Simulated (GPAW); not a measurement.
The system is Ge.

```
CELL_PARAMETERS angstrom
-2.57449 2.57449 1.39741
2.57449 -2.57449 1.39741
2.57449 2.57449 -1.39741
ATOMIC_POSITIONS crystal
Ge 0.50000 0.50000 0.00000
Ge 0.25000 0.75000 0.50000
```

This isn't the form of Ge at room conditions, which is diamond.

| Quantity | Value |
| --- | --- |
| Program | GPAW 26.7.0 |
| Task | relaxation of cell and atoms |
| Functional | PBE |
| Potentials or basis | GPAW PAW data sets (gpaw-data 1.2.1) |
| Cutoff | 600 eV |
| Basis | pw |
| k mesh | 11 × 11 × 11 |
| Occupations | fermi-dirac, width 0.05 eV |
| Spin | no spin polarisation |

At the start: pressure 3.1 GPa; volume 18.52 Å³/atom.

How do energy, volume and symmetry change on relaxing?

Over 6 steps the energy falls by 7.3 meV/atom and the volume is 19.30 Å³/atom (+4.2 %); space group I4_1/amd (No. 141, to 0.05 Å).

Step by step:
| step | energy change (eV) | largest force (eV/Å) | pressure (GPa) | volume (Å³) |
| --- | --- | --- | --- | --- |
| 1 | 0.0000 | 0.0000 | 3.05 | 37.05 |
| 2 | -0.0049 | 0.0000 | 2.43 | 37.33 |
| 3 | -0.0144 | 0.0000 | 0.09 | 38.51 |
| 4 | -0.0144 | 0.0000 | 0.00 | 38.56 |
| 5 | -0.0145 | 0.0000 | -0.03 | 38.57 |
| 6 | -0.0145 | 0.0000 | -0.07 | 38.60 |

Final structure:
```xyz
2
Lattice="-2.6129 2.6129 1.4134 2.6129 -2.6129 1.4134 2.6129 2.6129 -1.4134" Properties=species:S:1:pos:R:3 pbc="T T T"
Ge    0.0000    0.0000    1.4134
Ge    2.6129    0.0000    0.7067
```

Caveat: later steps reuse the first step's grids.
